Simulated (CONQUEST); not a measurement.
Crystal: BaTiO3.

```
CELL_PARAMETERS angstrom
3.99980 0.00000 0.00000
0.00000 3.99980 0.00000
0.00000 0.00000 4.01800
ATOMIC_POSITIONS crystal
Ba 0.00000 0.00000 0.00000
Ti 0.50000 0.50000 0.51000
O 0.50000 0.00000 0.48300
O 0.00000 0.50000 0.48300
O 0.50000 0.50000 0.98100
```

Program: CONQUEST 1.3. Alike in all runs: task single point; level PBE; no spin polarisation; cell as given; smearing fermi-dirac 0.05 eV.

Problem. Order these runs on this cell by their band gap on the k mesh, lowest first.
A. potentials or basis PseudoDojo NC PBE, SZP, grid cutoff 150 Ha; k mesh 8 × 8 × 8
B. potentials or basis PseudoDojo NC PBE, SZP, grid cutoff 150 Ha; k mesh 5 × 5 × 5
C. potentials or basis PseudoDojo NC PBE, DZP, grid cutoff 150 Ha; k mesh 7 × 7 × 7

Solution. A (1.44 eV), B (1.60 eV), C (1.78 eV).

Caveats: spin-orbit coupling is left out, which moves the levels of the heavy elements; the basis of atomic orbitals isn't converged, which shifts pressures, moduli and gaps; an odd mesh through Γ misses points on the zone boundary, where band edges often lie (some runs); the atomic basis is small (some runs).

Not every run made on this cell is shown here.
